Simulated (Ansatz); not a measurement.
## Li2H: balancing the decomposition

Theory: DFT PBE, scalar-relativistic, plane waves, PAW (Ansatz 0.2.0). Settings: cutoff 420 eV, Γ-centred meshes spaced at most about 0.3 Å⁻¹, and about 0.25 Å⁻¹ or finer for metals (2π included), Gaussian smearing. No spin polarisation.

Energies over the elements count from the elements' standard structures at the same level (H₂ as a molecule), with no fitted energy shifts.

These are static total energies at zero pressure. With hydrogen, zero-point motion can shift formation energies by some tens of meV/atom.

A trial structure of Li2H (reached from: random cell; relaxed: space group Cmmm (No. 65), a = 2.732 Å, b = 5.462 Å, c = 5.323 Å) has a formation energy of -0.158 eV/atom. At its composition the lowest mixture among the elements and 1 reference phase computed alike (others may be missing) consists of these:

```
      phase         source  ΔE_f (eV/atom)
 Li (solid)        element          -0.004
LiH (Fm-3m)  textbook type          -0.417
```

The lowest database cell of Li (-0.004) lies slightly below the reference, hence the non-zero entry.

Task: Write the balanced decomposition and find its energy per atom, per formula unit and per mole of formula units.

Result: Balancing Li and H gives Li2H → Li + LiH. The left side holds 3 atoms, and the products take 1/3 (Li) and 2/3 (LiH) of them. The mixture therefore lies at 1/3 × (-0.004) + 2/3 × (-0.417) = -0.279 eV/atom. The reaction energy is -0.279 − (-0.158) = -0.121 eV/atom. Times 3 atoms that is -0.363 eV per Li2H, and times 96.485 it is -35 kJ per mole of Li2H. Decomposition is downhill, so the trial structure is unstable against this mixture.
